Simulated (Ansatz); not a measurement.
# A trial form of Ge

The calculation used DFT PBE, scalar-relativistic, plane waves, PAW (Ansatz 0.2.0). Cutoff 420 eV, Gaussian smearing, Γ-centred meshes. Cell and atoms relax first on a coarse mesh and then on a finer one. In between, the cell is made exact in the group found at 0.06 Å. In metals the finer mesh still leaves noise of several meV/atom or more. The steps can't lower the symmetry of their start. No spin polarisation.

The guess for Ge was made by a generator: 4-connected net of one element (Fddd, No. 70). Lengths were set from tabulated atomic sizes, so they are only a guess.

```
CELL_PARAMETERS angstrom
0.00000 3.64293 5.87511
1.75824 0.00000 5.87511
1.75824 3.64293 0.00000
ATOMIC_POSITIONS crystal
Ge 0.81733 0.81733 0.18267
Ge 0.06733 0.06733 0.43267
Ge 0.18267 0.18267 0.81733
Ge 0.43267 0.43267 0.06733
```

Energies count from the standard state of Ge at the same level.

Q: Which structure results?

A: The symmetry stays Fddd (No. 70). The volume per atom grows by 18.0 %, from 18.8 to 22.2 Å³. The shortest distance goes from 2.37 Å (Ge–Ge) to 2.51 Å (Ge–Ge). The energy falls by about 0.17 eV/atom (the start's value is from the coarse mesh). Conventional cell: a = 3.913 Å, b = 7.609 Å, c = 11.933 Å. Ge has 4 Ge at 2.51–2.56 Å.

```
Ge
1.0
     0.00000    3.80475    5.96646
     1.95645    0.00000    5.96646
     1.95645    3.80475    0.00000
Ge
4
Direct
  0.81580 0.81580 0.18420
  0.06580 0.06580 0.43420
  0.18420 0.18420 0.81580
  0.43420 0.43420 0.06580
```

Q: Give its energy and gap.

A:

| Property | Result |
| --- | --- |
| Energy over the standard state | +0.22 eV/atom |
| Gap on the 14×14×14 mesh of the 4-atom cell | 0 eV (a metal) |

So it is a metastable form at best.

The last run used Gaussian smearing of 0.10 eV. The zero gap may come from the functional, which often closes small gaps. Symmetry constrained the relaxation, so the result can be a saddle point. Another cell of Ge relaxed alike, in P6_3/mmc, lies 210 meV/atom lower, so this cell isn't the stable form at this level.
